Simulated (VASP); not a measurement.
# Mg3Sb2 (P-3m1) in VASP: further runs

The runs below take Mg3Sb2 through dielectric tensor, optical spectrum, G0W0 quasiparticle levels, with PBE.

All numbers are computed with VASP 6.6.1; they aren't measurements. Logs are shortened: lines on timing, memory, paths and dates and some standing lists are left out, and cuts for length are marked.

**1. The structure**

The structure is trigonal, space group P-3m1 (No. 164). Conventional cell: a = 4.555 Å, b = 4.555 Å, c = 7.186 Å, α = 90.00°, β = 90.00°, γ = 120.00°. Around Mg (site symmetry 3m) lie 4 Sb at 2.83 to 2.94 Å and 3 Mg at 3.25 Å. Mg (site symmetry -3m) is surrounded by 6 Sb at 3.08 Å. Around Sb (site symmetry 3m) lie 7 Mg at 2.83 to 3.08 Å.

**2. Dielectric tensor, PBE**

Input file INCAR:

```
SYSTEM = Mg3Sb2
ALGO = Normal ; EDIFF = 1E-8
ENCUT = 520 ; GGA = PE
ISIF = 2 ; ISMEAR = 0
KPAR = 4 ; LASPH = .TRUE.
LCHARG = .FALSE. ; LEPSILON = .TRUE.
LREAL = .FALSE. ; LWAVE = .FALSE.
NELM = 80 ; PREC = Accurate
SIGMA = 0.03
```

Input file KPOINTS:

```
k-points
0
G
  9 9 5
  0 0 0
```

Input file POSCAR:

```
Mg3Sb2                                  
1.0
    4.5546491309      0.0000000000     -0.0000000000
   -2.2773245654      3.9444418526      0.0000000000
    0.0000000000     -0.0000000000      7.1860071744
  Mg              Sb            
     3     2
Direct
     0.3333333332999970    0.6666666667000030    0.6325098387795526
     0.6666666667000030    0.3333333332999970    0.3674901612204475
     0.0000000000000000    0.0000000000000000    0.0000000000000000
     0.3333333332999970    0.6666666667000030    0.2237411491208762
     0.6666666667000030    0.3333333332999970    0.7762588508791237
```

Potentials or basis: VASP PAW PBE potentials, release 64 (Mg, Sb).

Run with:

```sh
cat potpaw_PBE.64/Mg/POTCAR potpaw_PBE.64/Sb/POTCAR > POTCAR
mpirun -np 4 vasp_std > vasp.out
```

OUTCAR:

```text
SYSTEM = Mg3Sb2
   EDIFF = 1E-8
   ENCUT = 520
   GGA = PE
   ISIF = 2
   ISMEAR = 0
   LASPH = .TRUE.
   LEPSILON = .TRUE.
   LREAL = .FALSE.
   NELM = 80
   PREC = Accurate

 ion  position               nearest neighbor table
   1  0.333  0.667  0.633-   5 2.83   5 2.83   5 2.83   4 2.94   2 3.25   2 3.25   2 3.25
   2  0.667  0.333  0.367-   4 2.83   4 2.83   4 2.83   5 2.94   1 3.25   1 3.25   1 3.25
   3  0.000  0.000  0.000-   4 3.08   5 3.08   4 3.08   5 3.08   5 3.08   4 3.08
   4  0.333  0.667  0.224-   2 2.83   2 2.83   2 2.83   1 2.94   3 3.08   3 3.08   3 3.08
   5  0.667  0.333  0.776-   1 2.83   1 2.83   1 2.83   2 2.94   3 3.08   3 3.08   3 3.08

  LATTYP: Found a hexagonal cell.
 ALAT       =     4.5546491309
 C/A-ratio  =     1.5777301320

  Lattice vectors:

 A1 = (   4.5546491309,   0.0000000000,   0.0000000000)
 A2 = (  -2.2773245654,   3.9444418526,   0.0000000000)
 A3 = (   0.0000000000,   0.0000000000,   7.1860071744)

Analysis of symmetry for initial positions (statically):
=====================================================================
 Subroutine PRICEL returns:
 Original cell was already a primitive cell.

 Routine SETGRP: Setting up the symmetry group for a
 hexagonal supercell.

 Subroutine GETGRP returns: Found 12 space group operations
 (whereof 12 operations were pure point group operations)
 out of a pool of 24 trial point group operations.

The static configuration has the point symmetry D_3d.

Analysis of symmetry for dynamics (positions and initial velocities):
=====================================================================
 Subroutine PRICEL returns:
 Original cell was already a primitive cell.

 Routine SETGRP: Setting up the symmetry group for a
 hexagonal supercell.

 Subroutine GETGRP returns: Found 12 space group operations
 (whereof 12 operations were pure point group operations)
 out of a pool of 24 trial point group operations.

The dynamic configuration has the point symmetry D_3d.

 Subroutine INISYM returns: Found 12 space group operations
 (whereof 12 operations are pure point group operations),
 and found     1 'primitive' translations

----------------------------------------------------------------------------------------

                                     Primitive cell

  volume of cell :     129.1006

  direct lattice vectors                    reciprocal lattice vectors
     4.554649131  0.000000000  0.000000000     0.219555880  0.126760647  0.000000000
    -2.277324565  3.944441853  0.000000000     0.000000000  0.253521293  0.000000000
     0.000000000  0.000000000  7.186007174     0.000000000  0.000000000  0.139159338

  length of vectors
     4.554649131  4.554649131  7.186007174     0.253521293  0.253521293  0.139159338

  position of ions in fractional coordinates (direct lattice)
     0.333333333  0.666666667  0.632509839
     0.666666667  0.333333333  0.367490161
     0.000000000  0.000000000  0.000000000
     0.333333333  0.666666667  0.223741149
     0.666666667  0.333333333  0.776258851

  ion indices of the primitive-cell ions
   primitive index   ion index
                 1           1
                 2           2
                 3           3
                 4           4
                 5           5

----------------------------------------------------------------------------------------

 KPOINTS: k-points

Automatic generation of k-mesh.
 Grid dimensions read from file:
 generate k-points for:    9    9    5

 Generating k-lattice:

  Cartesian coordinates                     Fractional coordinates (reciprocal lattice)
     0.024395098  0.014084516  0.000000000     0.111111111  0.000000000  0.000000000
     0.000000000  0.028169033  0.000000000     0.000000000  0.111111111  0.000000000
     0.000000000  0.000000000  0.027831868     0.000000000  0.000000000  0.200000000
[... 110 lines left out ...]
      2      -4.4870      2.00000
      3      -0.3930      2.00000
      4       3.4743      2.00000
      5       3.4743      2.00000
      6       4.1963      2.00000
      7       4.1963      2.00000
      8       4.6360      1.99950
      9       5.7720      0.00000
     10       5.8197      0.00000
     11       7.6363      0.00000
     12       7.6363      0.00000
[... 331 lines left out ...]
 k-point    24 :      -0.1111    0.3333    0.2000
  band No.  band energies     occupation
      1      -5.1526      2.00000
      2      -4.3386      2.00000
      3       0.2962      2.00000
      4       1.3077      2.00000
      5       1.5406      2.00000
      6       2.4052      2.00000
      7       3.2844      2.00000
      8       3.8473      2.00000
      9       5.7740      0.00000
     10       6.9172      0.00000
     11       7.3615      0.00000
     12       7.9908      0.00000

 [... further k-points ...]

  FORCE on cell =-STRESS in cart. coord.  units (eV):
  Direction    XX          YY          ZZ          XY          YZ          ZX
  --------------------------------------------------------------------------------------
  -------------------------------------------------------------------------------------
  Total        1.0945943      1.0945943      1.1172823      0.0000000      0.0000000      0.0000000
  in kB       13.5842486     13.5842486     13.8658145      0.0000000      0.0000000      0.0000000
  external PRESSURE =      13.6781039 kB  Pullay stress =       0.0000000 kB

 VOLUME and BASIS-vectors are now :
 -----------------------------------------------------------------------------
  energy-cutoff  :      520.00
  volume of cell :      129.10
      direct lattice vectors                 reciprocal lattice vectors
     4.554649131  0.000000000  0.000000000     0.219555880  0.126760647  0.000000000
    -2.277324565  3.944441853  0.000000000     0.000000000  0.253521293  0.000000000
     0.000000000  0.000000000  7.186007174     0.000000000  0.000000000  0.139159338

 POSITION                                       TOTAL-FORCE (eV/Angst)
 -----------------------------------------------------------------------------------
     -0.00000      2.62963      4.54522         0.000000     -0.000000     -0.024078
      2.27732      1.31481      2.64079        -0.000000      0.000000      0.024078
      0.00000      0.00000      0.00000         0.000000      0.000000      0.000000
     -0.00000      2.62963      1.60781        -0.000000      0.000000      0.005695
      2.27732      1.31481      5.57820         0.000000     -0.000000     -0.005695
 -----------------------------------------------------------------------------------
    total drift:                               -0.000000     -0.000000      0.000000

  FREE ENERGIE OF THE ION-ELECTRON SYSTEM (eV)
  ---------------------------------------------------
  free  energy   TOTEN  =       -14.6300715408 eV

  energy  without entropy=      -14.6300713334  energy(sigma->0) =      -14.63007144

 HEAD OF MICROSCOPIC STATIC DIELECTRIC TENSOR (INDEPENDENT PARTICLE, excluding Hartree and local field effects)
 ------------------------------------------------------
          15.116556     0.000000     0.000000
           0.000000    15.116556     0.000000
           0.000000     0.000000    17.561158
 ------------------------------------------------------

 Free energy of the ion-electron system (eV)
  ---------------------------------------------------
  ---------------------------------------------------
  free energy    TOTEN  =        -5.08542924 eV

  energy without entropy =       -5.08542924

------------------------ aborting loop because EDIFF is reached ----------------------------------------

--------------------------------------- Ionic step        2  -------------------------------------------

------------------------ aborting loop because EDIFF is reached ----------------------------------------

--------------------------------------- Ionic step        3  -------------------------------------------

 Free energy of the ion-electron system (eV)
  ---------------------------------------------------
  ---------------------------------------------------
  free energy    TOTEN  =        -6.02613733 eV

  energy without entropy =       -6.02613733

------------------------ aborting loop because EDIFF is reached ----------------------------------------

 PIEZOELECTRIC TENSOR FIELD DIRECTION 3  (e Angst)
 -----------------------------------------------------------------------------
    -0.00919 -0.00000  0.00000           ( -0.00001 -0.00000  0.00000)
    -0.00000 -0.00919 -0.00000           ( -0.00000 -0.00001 -0.00000)
     0.00000 -0.00000  0.02443           (  0.00000 -0.00000 -0.00003)

 PIEZOELECTRIC TENSOR FIELD DIRECTION 3  (C/m^2)
 -----------------------------------------------------------------------------
    -0.00114 -0.00000  0.00000
    -0.00000 -0.00114 -0.00000
     0.00000 -0.00000  0.00303

 MACROSCOPIC STATIC DIELECTRIC TENSOR (including local field effects in DFT)
 ------------------------------------------------------
          13.971371     0.000000     0.000000
           0.000000    13.971371    -0.000000
           0.000000     0.000000    16.481461
 ------------------------------------------------------

 PIEZOELECTRIC TENSOR (including local field effects)  for field in x, y, z        (e  Angst)
          XX          YY          ZZ          XY          YZ          ZX
  --------------------------------------------------------------------------------
  x     0.00000     0.00000     0.00000     0.00000     0.00000     0.00000
  y     0.00000     0.00000     0.00000     0.00000     0.00000     0.00000
  z     0.00000     0.00000     0.00000     0.00000     0.00000     0.00000

 PIEZOELECTRIC TENSOR (including local field effects)  for field in x, y, z        (C/m^2)
          XX          YY          ZZ          XY          YZ          ZX
  --------------------------------------------------------------------------------
  x     0.00000     0.00000     0.00000     0.00000     0.00000     0.00000
  y     0.00000     0.00000     0.00000     0.00000     0.00000     0.00000
  z     0.00000     0.00000     0.00000     0.00000     0.00000     0.00000

 BORN EFFECTIVE CHARGES (including local field effects) (in |e|, cummulative output)
 ---------------------------------------------------------------------------------
 ion    1
    1     1.84021     0.00000    -0.00000
    2     0.00000     1.84021     0.00000
    3     0.00000    -0.00000     1.84792
 ion    2
    1     1.84021     0.00000    -0.00000
    2     0.00000     1.84021     0.00000
    3     0.00000    -0.00000     1.84792
 ion    3
    1     3.19823     0.00000     0.00000
    2     0.00000     3.19823     0.00000
    3     0.00000     0.00000     3.11414
 ion    4
    1    -3.43933    -0.00000     0.00000
    2    -0.00000    -3.43933     0.00000
    3    -0.00000     0.00000    -3.40499
 ion    5
    1    -3.43933    -0.00000     0.00000
    2    -0.00000    -3.43933     0.00000
    3    -0.00000     0.00000    -3.40499
```

Run time: 3.2 min. Hardware: 4 MPI ranks of AMD EPYC 9R45 (Zen 5), shared host; peak memory 0.61 GiB.

What came out:

```
Band gap on the k mesh                  : 0.16 eV, indirect (least direct gap 1.14 eV)
Electronic dielectric tensor (diagonal) : 13.97, 13.97, 16.48
Born charges (mean of the diagonal)     : Mg +1.84, +3.17; Sb -3.43 e
```

Levels at points of the mesh, in eV from the valence-band top:
```
           k point  band 5  band 6  band 7  band 8  band 9  band 10  band 11  band 12
(0.00, 0.00, 0.00)   -1.16   -0.44   -0.44    0.00    1.14     1.18     3.00     3.00
```

Electronic dielectric tensor:
```
13.97  0.00  0.00
 0.00 13.97  0.00
 0.00  0.00 16.48
```

Born effective charge tensors (e):
atom 1, Mg
```
1.84 0.00 0.00
0.00 1.84 0.00
0.00 0.00 1.85
```
atom 2, Mg
```
1.84 0.00 0.00
0.00 1.84 0.00
0.00 0.00 1.85
```
atom 3, Mg
```
3.20 0.00 0.00
0.00 3.20 0.00
0.00 0.00 3.11
```
atom 4, Sb
```
-3.44  0.00  0.00
 0.00 -3.44  0.00
 0.00  0.00 -3.40
```
atom 5, Sb
```
-3.44  0.00  0.00
 0.00 -3.44  0.00
 0.00  0.00 -3.40
```

Caveat: the gap is small at this level, which inflates the dielectric constant; spin-orbit coupling is left out, which moves the levels of the heavy elements; an odd mesh through Γ misses points on the zone boundary, where band edges often lie.

[end of part 1 of 3]
